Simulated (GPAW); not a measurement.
# HgTe (Coloradoite) (F-43m) in GPAW: a series of runs, part 2 of 2

GPAW 26.7.0.

## (4) Equation of state, BLYP+D3

The input, run.py:

```python
from ase.calculators.mixing import SumCalculator
from ase.eos import EquationOfState
from ase.io import Trajectory, read
from ase.units import GPa
from dftd3.ase import DFTD3
from gpaw import GPAW, PW, setup_paths

setup_paths.insert(0, '.')

atoms = read('POSCAR')

traj = Trajectory('eos.traj', 'w')
volumes, energies = [], []
for x in [0.94, 0.96, 0.98, 1.0, 1.02, 1.04, 1.06]:
    a = atoms.copy()
    a.set_cell(atoms.cell * x**(1 / 3), scale_atoms=True)
    calc = GPAW(mode=PW(600),
                xc='BLYP',
                kpts={'size': (6, 6, 6), 'gamma': True},
                occupations={'name': 'fermi-dirac', 'width': 0.05},
                nbands=18,
                convergence={'density': 1e-05, 'energy': 1e-05},
                eigensolver='davidson',
                maxiter=150,
                txt=f'eos-{x:.2f}.txt')
    a.calc = SumCalculator([calc, DFTD3(method='blyp', damping='d3zero')])
    energies.append(a.get_potential_energy())
    volumes.append(a.get_volume())
    p = -a.get_stress()[:3].mean() / GPa
    calc.write(f'eos-{x:.2f}.gpw')
    traj.write(a)
    print(f'{x:.2f} {volumes[-1]:10.4f} A^3 {energies[-1]:14.6f} eV {p:9.3f} GPa', flush=True)

v0, e0, B = EquationOfState(volumes, energies, eos='birchmurnaghan').fit()
print(f'V0 = {v0:.4f} A^3, E0 = {e0:.6f} eV, B0 = {B / GPa:.2f} GPa')
```

The input, POSCAR:

```
HgTe
1.0
    0.0000000000      3.2145000000      3.2145000000
    3.2145000000      0.0000000000      3.2145000000
    3.2145000000      3.2145000000      0.0000000000
Hg Te
1 1
Direct
    0.0000000000      0.0000000000      0.0000000000
    0.7500000000      0.7500000000      0.7500000000
```

Potentials or basis: PAW data sets generated in the run's folder for this functional, pw.

Run with:

```
> gpaw-setup -f BLYP Hg Te
> OMP_NUM_THREADS=1 python run.py
```

Output:

```text
__  _  _
 | _ |_)|_||  |
 |__||  | ||/\| - 26.7.0

Input parameters:
  mode=PW(ecut=600.0),
  convergence={'density': 1e-05, 'energy': 1e-05},
  eigensolver=Davidson(niter=2),
  kpts=MonkhorstPack(size=(6, 6, 6), gamma=True),
  maxiter=150,
  nbands=18,
  occupations=Occupations(name='fermi-dirac', width=0.05),
  xc=XC(name='BLYP')

Diagonalizing LCAO Hamiltonian
Converting LCAO to pw mode

                     Te

       Hg

Atoms  # Å, Bohr magnetons
|   | symbol |        x |        y |        z |    initial magnetic moments |
|---|--------|----------|----------|----------|-----------------------------|
| 0 |     Hg | 0.000000 | 0.000000 | 0.000000 | ( 0.0000,  0.0000,  0.0000) |
| 1 |     Te | 4.723319 | 4.723319 | 4.723319 | ( 0.0000,  0.0000,  0.0000) |

Unit cell  # Å
| periodic |        x |        y |        z |  lengths |    angles |
|----------|----------|----------|----------|----------|-----------|
|      yes | 0.000000 | 3.148880 | 3.148880 | 4.453188 | 60.000000 |
[... 176 lines left out ...]
|iter:  11| |   -3.041704c| -7.02 | -5.86c|
|iter:  12| |   -3.041704c| -7.55c| -6.29c|

Converged in 12 steps
Energy contributions relative to reference atoms: (reference = -717992.165827)

Energy contributions:
  Kinetic:          49.553961
  Coulomb:         -41.942509
  Zero:             -2.069257
  External:          0.000000
  Xc:               -8.583442
  Entropy:          -0.000917
  Spinorbit:         0.000000
  ----------------------------
  Free energy:      -3.042163
  Extrapolated:     -3.041704

dipole moment: (-17.050277, -17.050277, -17.050277)  # |e|*Ang

Fermi level: 5.929
Eigenvalues  # (at kpt = [0.000, 0.000, 0.000])
| band index |      eig [eV] | occ [0-2] |
|------------|---------------|-----------|
|          0 |       -57.952 |     2.000 |
|        ... |               |           |
|          5 |        -2.067 |     2.000 |
|          6 |        -2.067 |     2.000 |
|          7 |        -1.466 |     2.000 |
|          8 |        -1.466 |     2.000 |
|          9 |         5.392 |     2.000 |
|         10 |         5.894 |     1.339 |
|         11 |         5.894 |     1.339 |
|         12 |         5.894 |     1.339 |
|         13 |        10.061 |     0.000 |
|         14 |        10.061 |     0.000 |
|         15 |        10.061 |     0.000 |
|         16 |        12.574 |     0.000 |
|         17 |        15.829 |     0.000 |

No gap
No difference between direct/indirect transitions

Stress tensor  # eV/Ang^3
|         x |         y |         z |
|-----------|-----------|-----------|
| -0.075438 | -0.000000 |  0.000000 |
| -0.000000 | -0.075438 |  0.000000 |
|  0.000000 |  0.000000 | -0.075438 |

# Writing to eos-0.94.gpw (mode='')
```

stdout:

```text
0.94    62.4451 A^3      -4.358841 eV     7.021 GPa
0.96    63.7737 A^3      -4.411410 eV     5.601 GPa
0.98    65.1023 A^3      -4.452858 eV     4.340 GPa
1.00    66.4309 A^3      -4.484442 eV     3.223 GPa
1.02    67.7595 A^3      -4.507290 eV     2.231 GPa
1.04    69.0882 A^3      -4.522407 eV     1.352 GPa
1.06    70.4168 A^3      -4.530611 eV     0.574 GPa
<dir> UserWarning: The minimum volume of your fit is not in your volumes.  You may not have a minimum in your dataset!
  warnings.warn(
V0 = 71.5751 A^3, E0 = -4.532777 eV, B0 = 35.68 GPa
```

It took 2 min on 1 thread of Arm Neoverse V1, shared host; peak memory 0.3 GiB.

Results:

- Equilibrium volume: 35.79 Å³/atom (rough: see the caveat)
- Bulk modulus: 36 GPa (rough)

Energy against volume, from the lowest point:
```tsv
volume (Å³/atom)	energy (meV/atom)
31.223	85.91
31.887	59.62
32.551	38.89
33.215	23.10
33.880	11.67
34.544	4.11
35.208	0.00
```

Caveat: the minimum lies outside the volumes run. Spin-orbit coupling is left out, which matters for the levels of Hg, Te.

## (5) For comparison

An earlier run on the cell as given: functional PBE; potentials or basis GPAW PAW data sets (gpaw-data 1.2.1); cutoff 600 eV; basis pw; k mesh 7 × 7 × 7; occupations fermi-dirac, width 0.05 eV; no spin polarisation.

- Pressure: 4.5 GPa
- Band gap on the k mesh: none (metal or under the smearing width)

## (6) The runs side by side

```tsv
task	level	potentials or basis	spin	k mesh	eigensolver	band path	band points	spin axis theta (degrees)	spin axis phi (degrees)	pressure (GPa)
band structure	BLYP	PAW data sets generated in the run's folder for this functional, pw	SOC, no magnetisation	6 × 6 × 6	davidson	GXWKGLUWLK,UX	80	54.7	45	7.7
band structure	GLLB-SC	the program's PAW data sets (release 1.2.1) made for this functional, pw	off	6 × 6 × 6	-	GXWKGLUWLK,UX	80	-	-	-
equation of state	BLYP+D3	PAW data sets generated in the run's folder for this functional, pw	off	6 × 6 × 6	davidson	-	-	-	-	-
single point	PBE	GPAW PAW data sets (gpaw-data 1.2.1), pw	off	7 × 7 × 7	-	-	-	-	-	4.5
```

Alike in all rows: cell as given; cutoff (eV) 600; smearing fermi-dirac 0.05 eV.

Caveats: spin-orbit coupling was added after a scalar SCF, so levels and gaps hold it while energy, forces, pressure and moments don't (some runs); this program's spin-orbit splittings come out too wide for heavy elements (some runs); a model potential gives levels but no total energy (some runs); spin-orbit coupling is left out, which moves the levels of the heavy elements (some runs); the minimum lies outside the volumes run (some runs).

Total energies depend on the potentials used, so only differences within one code and one set of settings carry meaning.
